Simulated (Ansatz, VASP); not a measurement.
# SnO in VASP and in Ansatz

```
Sn O
1.0
     0.00000    2.59101    2.53697
     2.59101    0.00000    2.53697
     2.59101    2.59101    0.00000
Sn O
1 1
Cartesian
  0.0000 0.0000 0.0000
  2.5910 2.5910 2.5370
```

Change from the starting cell: biaxial_xy strain +2.1%.

Alike in both runs: task single point; functional r2SCAN; k mesh 8 × 8 × 8; occupations fermi-dirac, width 0.02 eV; no spin polarisation.

|  | VASP | Ansatz |
| --- | --- | --- |
| version | VASP 6.6.1 | Ansatz 0.2.0 |
| potentials or method | VASP PAW PBE potentials, release 64 (Sn_d, O) | plane waves, PAW |
| plane-wave cutoff (eV) | 520 | 500 |
| valence electrons in the cell | 20 | 20 |

VASP gave:

- gap on the k mesh at the Fermi level (eV): 0.95
- pressure (GPa): -3.7
- largest component of the traceless stress (GPa): 0.84

Task: Which values does Ansatz return?

Result: gap on the k mesh at the Fermi level (eV): 0.95; pressure (GPa): -3.9; largest component of the traceless stress (GPa): 0.80.

With one functional, cell and mesh, what is left measures potentials, basis and numerics.

Caveats: the PAW data sets were made with another functional, which shifts forces and pressure a little (VASP); spin-orbit coupling is left out, which moves the levels of the heavy elements. A k mesh can miss the band edges.
